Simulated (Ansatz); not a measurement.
Level of theory: Ansatz, DFT PBE, scalar-relativistic, plane waves, PAW. All cells share a 420 eV cutoff and Γ-centred k meshes spaced at most about 0.3 Å⁻¹ (about 0.25 or finer for metals, 2π included). No spin polarisation in the final relaxations.

Temperature and zero-point effects are left out. All come from trial cells, and lower structures may exist.

**Question.** These unrelaxed guesses for ZnO are each relaxed within their symmetry. Order them by the energy at which they end, lowest first.
A.

```xyz
2
Lattice="2.2109 -2.5058 0.0000 2.2109 2.5058 0.0000 0.0000 0.0000 2.5682" Properties=species:S:1:pos:R:3 pbc="T T T"
Zn    0.0000    0.0000    1.2841
O     2.2109    0.0000    1.2841
```

B.

```xyz
4
Lattice="3.8730 0.0000 0.0000 0.0000 3.8730 0.0000 0.0000 0.0000 5.4773" Properties=species:S:1:pos:R:3 pbc="T T T"
Zn    0.0000    1.9365    0.0000
Zn    1.9365    0.0000    2.7386
O     1.9365    1.9365    1.3693
O     1.9365    1.9365    4.1080
```

**Answer.** B (ends in P4_2/mmc, 0 meV/atom), A (ends in P4/mmm, 56 meV/atom).

Weakly bound directions are ill-defined at this level, which has no dispersion term (P4/mmm), and this can change margins and order among such cells. Cells relaxed within their symmetry can be saddle points. The part of the Crystallography Open Database at hand lists ZnO in space groups No. 186, 216, 225; no cell shown has one of them. Some types were kept out of the candidates beforehand, so the set may lack a known form.
